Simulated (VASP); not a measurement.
A run of VASP 6.6.1 is set up as follows.

File INCAR:

```
SYSTEM = HCl
PREC = Accurate ; ENCUT = 900
EDIFF = 1E-8 ; ISMEAR = 0
SIGMA = 0.02 ; LREAL = .FALSE.
LASPH = .TRUE. ; NELM = 100
ALGO = Normal ; ISIF = 2
LWAVE = .FALSE. ; LCHARG = .FALSE.
GGA = CA ; NBANDS = 11
ADDGRID = .FALSE.
```

File KPOINTS:

```
regular mesh
0
G
  12 12 12
  0 0 0
```

Contents of POSCAR:

```
HCl
1.0
    0.0000000000      2.6750000000      2.8550000000
    2.5150000000      0.0000000000      2.8550000000
    2.5150000000      2.6750000000      0.0000000000
Cl H
1 1
Direct
    0.5000000000      0.5000000000      0.5000000000
    0.0000000000      0.0000000000      0.0000000000
```

Potentials or basis: VASP PAW LDA potentials, release 64 (Cl, H).

Run with:

```console
$ cat potpaw_LDA.64/Cl/POTCAR potpaw_LDA.64/H/POTCAR > POTCAR
$ mpirun -np 1 vasp_std > vasp.out
```

Q: Estimate the pressure.

A: -11.9 GPa.

Q: Predict the band gap on the k mesh.

A: None (metal or under the smearing width).

Stress tensor (GPa, compression positive):
```
-17.04   0.00   0.00
  0.00 -11.21   0.00
  0.00   0.00  -7.32
```
